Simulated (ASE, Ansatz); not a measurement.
**A faulty run on 1/2<110> screw dislocation dipole in AlN (shuffle set) (1080 atoms)**

Program: Ansatz 0.2.0. The cell: 540 Al and 540 N.

Contents of input.yaml:

```yaml
crystal:
  lattice:
    - [53.64383, 0.0, 0.0]
    - [0.0, 22.75915, -1.54855]
    - [0.0, 0.0, 9.29138]
  atoms:
    - { symbol: Al, position: [0.95061, 0.99946, 0.88081] }
    - { symbol: "N", position: [0.9496, 0.08409, 0.87807] }
    - { symbol: Al, position: [0.98398, 0.11044, 0.88305] }
    - { symbol: "N", position: [0.98324, 0.19573, 0.87805] }
    - { symbol: Al, position: [0.94988, 0.99966, 0.55109] }
    - { symbol: "N", position: [0.94959, 0.08318, 0.54765] }
    - { symbol: Al, position: [0.98335, 0.11162, 0.54686] }
    - { symbol: "N", position: [0.98376, 0.19524, 0.55015] }
    - { symbol: Al, position: [0.90034, 0.9994, 0.71652] }
    - { symbol: "N", position: [0.89965, 0.0831, 0.71954] }
    - { symbol: Al, position: [0.93308, 0.11076, 0.71535] }
    - { symbol: "N", position: [0.93302, 0.19385, 0.71652] }
    - { symbol: Al, position: [0.96625, 0.22243, 0.71915] }
    - { symbol: "N", position: [0.96694, 0.30539, 0.71247] }
    - { symbol: Al, position: [0.84972, 0.00149, 0.88709] }
    - { symbol: "N", position: [0.84976, 0.0835, 0.89455] }
    - { symbol: Al, position: [0.88338, 0.11165, 0.88744] }
    - { symbol: "N", position: [0.8832, 0.19344, 0.88558] }
    [... 1056 atom lines left out ...]
    - { symbol: Al, position: [0.03326, 0.7779, 0.04557] }
    - { symbol: "N", position: [0.0335, 0.86169, 0.04613] }
    - { symbol: Al, position: [0.0661, 0.88908, 0.0485] }
    - { symbol: "N", position: [0.06614, 0.97137, 0.05127] }
    - { symbol: Al, position: [0.01727, 0.88848, 0.21054] }
    - { symbol: "N", position: [0.01644, 0.97149, 0.21362] }
kpoints:
  mp_grid: { grid: [1, 1, 2] }
hamiltonian:
  xc: pbe
scf:
  occupations: { method: fermi_dirac, width: 0.025 }
  eigensolver: { kind: { support_functions: { accuracy: medium, radius: 1.5 } } }
  max_iter: 60
output:
  forces: true
```

Started as:

```
$ ansatz run input.yaml --threads 32 --pin off --max-ram 143360MiB --backend cuda --events-out ev --progress --plain --runs-dir out
```

Log:

```text
Warning: scf.eigensolver.kind.support_functions: disabling space-group detection — the functions' gradient is summed over unrotated k-points, so no spatial operation reduces the k-mesh or symmetrises the density; time reversal is kept, so that k and −k are solved as one point where they differ and the mesh holds both, and exact exchange and, on two spinor components, a DFT+U term hold to it where the run has them: [...]
settings of this run that can trade accuracy for cost: scf.eigensolver.kind.support_functions [...]
Engine: ansatz 0.2.0, aarch64-unknown-linux-gnu
Pseudopotentials: kind: paw
Pseudopotential: Al, paw, valence charge 3, recommended cutoff 420 eV (normal), Al.paw.azcp
Pseudopotential: N, paw, valence charge 5, recommended cutoff 420 eV (normal), N.paw.azcp
[... 5 lines on functional and potentials left out ...]
device memory: the entry about to start is reckoned to put 2.5 GiB on a device that reports 182.5 GiB free
Error: SCF: the radius of support functions is under 3.29 Å, the least for these sites at the functions' level (scf.eigensolver.kind.support_functions.accuracy). Use scf.eigensolver.kind: auto, or type scf.eigensolver.kind.support_functions.radius at least as long, [...]
```

It took 1.2 s on 1 × NVIDIA GB200 with 32 threads of Arm Neoverse V2, shared host; peak memory 1.2 GiB.

Q: Name the fault and the fix.

A radius far too short: support_functions.accuracy = "medium" and support_functions.radius = 1.5.

The fix is to leave the radius at the level's default.

The run ended with an error.

[Logs are printed without paths, hosts, clocks, repeated set-up lines and the standing remarks that a program may print on its own settings, such as how far it seeks lower states.]

[Hosts, paths, dates, database ids (printed as entryN), source tags and the programs' standing remarks are cut or masked in the printed files.]
